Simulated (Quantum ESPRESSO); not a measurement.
Input of a Quantum ESPRESSO 7.5 run:

The input pw.in:

```
&CONTROL
  calculation = 'scf'
  prefix = 'pwscf'
  outdir = './tmp'
  pseudo_dir = './pseudo'
  tprnfor = .true.
  tstress = .true.
  disk_io = 'nowf'
/
&SYSTEM
  ibrav = 0
  nat = 1
  ntyp = 1
  ecutwfc = 60
  ecutrho = 480
  nbnd = 13
  occupations = 'smearing'
  smearing = 'fd'
  degauss = 0.00367493
/
&ELECTRONS
  conv_thr = 2d-10
  electron_maxstep = 120
  mixing_beta = 0.5
/
ATOMIC_SPECIES
Sn   118.7100 Sn_pbe_v1.uspp.F.UPF
CELL_PARAMETERS angstrom
  -1.8779300000    1.8983980000    1.9102480000
   1.8946180000   -1.8698070000    1.8983450000
   1.8874050000    1.8792820000   -1.8816570000
ATOMIC_POSITIONS crystal
Sn     0.0096000000    0.0063090000   -0.0032590000
K_POINTS automatic
10 10 10 0 0 0
```

Potentials or basis: SSSP 1.3 efficiency PBE.

Launch:

```console
$ OMP_NUM_THREADS=1 pw.x -in pw.in > pw.out
```

Estimate the band gap on the k mesh.

none (metal or under the smearing width).

What does it give for the pressure?

0.7 GPa.

Stress tensor (GPa, compression positive):
```
0.55 0.16 0.16
0.16 0.49 0.15
0.16 0.15 1.03
```
